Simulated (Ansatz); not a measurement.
## KI: stiffness from a series of strains

```yaml
crystal:
  lattice:
    - [0.00000, 3.52455, 3.52455]
    - [3.52455, 0.00000, 3.52455]
    - [3.52455, 3.52455, 0.00000]
  atoms:
    - { symbol: K, position: [0.00000, 0.00000, 0.00000] }
    - { symbol: I, position: [0.50000, 0.50000, 0.50000] }
```

Atoms are numbered in the order listed.

The cell is COD entry 9009735, as deposited and not checked against the literature; nothing was relaxed.

Spin–orbit coupling is left out, though it moves levels of the heavy atoms by tenths of an eV or more.

Method: DFT, PBEsol, all-electron LAPW, scalar-relativistic (Ansatz 0.2.0).

Sampling and basis: a Γ-centred 8×8×8 k mesh, Fermi–Dirac smearing of 0.01 eV, basis error target 1 meV/atom, no spin polarisation.

The strain is applied along the Cartesian axes of the cell as listed (the other components stay zero). Fractional coordinates are held (clamped ions).

σ is the change of stress from the unstrained cell, which is at -0.21 GPa; tension is positive, so slopes are stress–strain coefficients at that pressure.

Only quantities that a quadratic follows smoothly over the whole series are listed; rougher ones are left out.

```tsv
εzz	σzz (GPa)	σxx (GPa)
-0.0200	-0.63	-0.07
0.0000	0.00	0.00
0.0100	0.25	0.03
0.0200	0.46	0.06
```

Task: Fit the series and read off the stiffness at zero strain.

Result: Least-squares fits y = p0 + p1 x + p2 x² to the rows give σzz (GPa): p1 = 27.2, p2 = -210; σxx (GPa): p1 = 3.24, p2 = -11. So C11 = 27 GPa and C12 = 3 GPa, which gives B = (C11 + 2 C12)/3 = 11 GPa.

Task: One run, at εzz = -0.0100, is withheld. Predict its row.

Result: The fits give -0.29, -0.03; the run gave -0.29, -0.03.
